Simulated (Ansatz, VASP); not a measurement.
# FeO (Wuestite) in VASP and in Ansatz

INCAR

```
  ALGO = Fast
  EDIFF = 1E-6
  EDIFFG = -0.005
  ENCUT = 600
  GGA = PE
  IBRION = 2
  ISIF = 3
  ISMEAR = -1
  ISPIN = 2
  LASPH = True
  LCHARG = False
  LMAXMIX = 4
  LORBIT = 11
  LREAL = False
  LWAVE = False
  MAGMOM = 3 0
  NELM = 120
  NSW = 40
  PREC = Accurate
  SIGMA = 0.05
```

Contents of KPOINTS:

```
k-points
0
Gamma
  8 8 8
```

File POSCAR:

```
FeO
1.0
    0.0000000000      2.1554000000      2.1554000000
    2.1554000000      0.0000000000      2.1554000000
    2.1554000000      2.1554000000      0.0000000000
Fe O
1 1
Direct
    0.0000000000      0.0000000000      0.0000000000
    0.5000000000      0.5000000000      0.5000000000
```

The input input.yaml:

```yaml
crystal:
  lattice:
    - [0.0, 2.1554, 2.1554]
    - [2.1554, 0.0, 2.1554]
    - [2.1554, 2.1554, 0.0]
  atoms:
    - { symbol: Fe, position: [0.0, 0.0, 0.0], spin: 3.0 }
    - { symbol: O, position: [0.5, 0.5, 0.5] }
hamiltonian:
  xc: pbe
  pseudopotentials: { kind: paw }
magnetization:
  spin_polarized: true
kpoints:
  mp_grid: { grid: [8, 8, 8] }
scf:
  occupations: { method: fermi_dirac, width: 0.05 }
output:
  forces: true
  stress: true
  eigenvalues: true
relax:
  f_tol: 0.01
  max_steps: 40
  cell: { stress_tol: 0.05 }
```

Alike in both runs: task relaxation of cell and atoms; functional PBE; k mesh 8 × 8 × 8; occupations fermi-dirac, width 0.05 eV; collinear spin, ferromagnetic start.

|  | VASP | Ansatz |
| --- | --- | --- |
| version | VASP 6.6.1 | Ansatz 0.2.0 |
| potentials or method | VASP PAW PBE potentials, release 64 (Fe, O) | Ansatz PAW |
| plane-wave cutoff (eV) | 600 | 420 |
| valence electrons in the cell | 14 | 22 |

VASP gave:

| Item | Value |
| --- | --- |
| gap on the k mesh at the Fermi level, each at its own relaxed structure (eV) | none |
| net moment per atom (μB) | 2.00 |
| size of the moment on the site where the two differ most (μB) | 3.62 |
| relaxed volume (Å³/atom) | 10.00 |
| relaxed cell length with the largest relative difference (Å) | 3.046 |

Task: Estimate Ansatz's values.

Result: gap on the k mesh at the Fermi level, each at its own relaxed structure (eV): none; net moment per atom (μB): 2.00; size of the moment on the site where the two differ most (μB): 3.45; relaxed volume (Å³/atom): 10.01; relaxed cell length with the largest relative difference (Å): 3.047.

Site moments also hang on the region over which each program counts them. A gap of «none» marks a metal or a gap that the smearing closes. The two sets of potentials don't hold the same shells in valence.

Caveats: a cell with one magnetic atom can't hold antiferromagnetic order, which such compounds often take; semilocal functionals often make such compounds metallic where correlation or magnetic order opens a gap, which also shifts bond lengths; the plane-wave basis is chosen anew once the cell has moved, so the energies of steps on either side of that aren't comparable (Ansatz); the pressure holds a Pulay correction of +0.6 GPa for the finite cutoff (Ansatz). With open d or f shells a metallic result of PBE can be an artefact of self-interaction; +U or a hybrid may open a gap.
